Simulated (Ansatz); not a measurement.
**La in Ansatz: the effect of functional**

The system is La.

```
La
1.0
     3.75000    0.00000    0.00000
    -1.87500    3.24760    0.00000
     0.00000    0.00000    6.07000
La
2
Cartesian
  1.8750 1.0825 4.5525
  0.0000 2.1651 1.5175
```

This isn't the form of La at room conditions, which is double hcp.

Alike in all runs:

- Program: Ansatz 0.2.0
- Task: band structure
- Potentials or basis: all-electron LAPW, scalar-relativistic
- Basis error allowed: 0.001 eV/atom
- k mesh: 8 × 8 × 5
- Occupations: fermi-dirac, width 0.05 eV
- Spin: no spin polarisation

One run gave: pressure 0.7 GPa. Which functional did it use?
A. LDA
B. revPBE
C. PBE
D. BLYP
E. RPBE

C.

```csv
functional,cutoff,pressure (GPa)
LDA,120 eV (chosen from the basis error),-2.8
PBE,121 eV (chosen from the basis error),0.7
PBEsol,120 eV (chosen from the basis error),-1.4
RPBE,122 eV (chosen from the basis error),2.0
revPBE,121 eV (chosen from the basis error),1.7
BLYP,120 eV (chosen from the basis error),2.7
```
